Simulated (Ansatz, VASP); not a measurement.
## SnSe in VASP and in Ansatz

INCAR

```
SYSTEM = SnSe
PREC     = Accurate       ! precision mode
ENCUT    = 520            ! plane-wave cutoff, eV
EDIFF    = 1E-7           ! SCF threshold, eV
ISMEAR   = 0              ! smearing method
SIGMA    = 0.05           ! smearing width, eV
LREAL    = .False.        ! projectors in reciprocal space
LASPH    = .True.         ! aspherical terms in the spheres
NELM     = 60             ! most SCF steps
ALGO     = Normal         ! electronic algorithm
ISIF     = 2              ! what is computed and relaxed
LWAVE    = .False.        ! write WAVECAR
LCHARG   = .True.         ! write CHGCAR
GGA      = PE             ! functional
LELF     = .True.         ! ELF
LVHAR    = .True.       
NBANDS   = 17             ! bands
```

File KPOINTS:

```
Automatic mesh
0
Gamma
  10 10 10
  0 0 0
```

POSCAR

```
SnSe
1.0
    0.0000000000      3.0506053209      3.0506053209
    3.0506053209      0.0000000000      3.0506053209
    3.0506053209      3.0506053209      0.0000000000
Sn Se
1 1
Direct
    0.0000000000      0.0000000000      0.0000000000
    0.5000000000      0.5000000000      0.5000000000
```

Input for Ansatz:

```yaml
crystal:
  lattice:
    - [0.0, 3.0506053209, 3.0506053209]
    - [3.0506053209, 0.0, 3.0506053209]
    - [3.0506053209, 3.0506053209, 0.0]
  atoms:
    - { symbol: Sn, position: [0.0, 0.0, 0.0] }
    - { symbol: Se, position: [0.5, 0.5, 0.5] }
basis:
  ecutwfc: 420
  ecutrho_ratio: 4
kpoints:
  mp_grid: { grid: [10, 10, 10] }
hamiltonian:
  xc: pbe
scf:
  occupations: { method: gaussian, width: 0.05 }
output:
  forces: true
  stress: true
  eigenvalues: true
```

Alike in both runs: task single point; functional PBE; k mesh 10 × 10 × 10; occupations gaussian, width 0.05 eV; no spin polarisation.

```csv
,VASP,Ansatz
version,VASP 6.6.1,Ansatz 0.2.0
potentials or method,"VASP PAW PBE potentials, release 64 (Sn_d, Se)","scalar-relativistic, plane waves, PAW"
plane-wave cutoff (eV),520,420
valence electrons in the cell,20,30
```

|  | VASP | Ansatz | Ansatz less VASP |
| --- | --- | --- | --- |
| gap on the k mesh at the Fermi level (eV) | 0.41 | 0.41 | -0.001 |
| least direct gap on the mesh (eV) | 0.41 | 0.41 | -0.001 |
| pressure (GPa) | -0.9 | -0.9 | +0.01 |

The two sets of potentials don't hold the same shells in valence.

Caveats: spin-orbit coupling is left out, which moves the levels of the heavy elements.
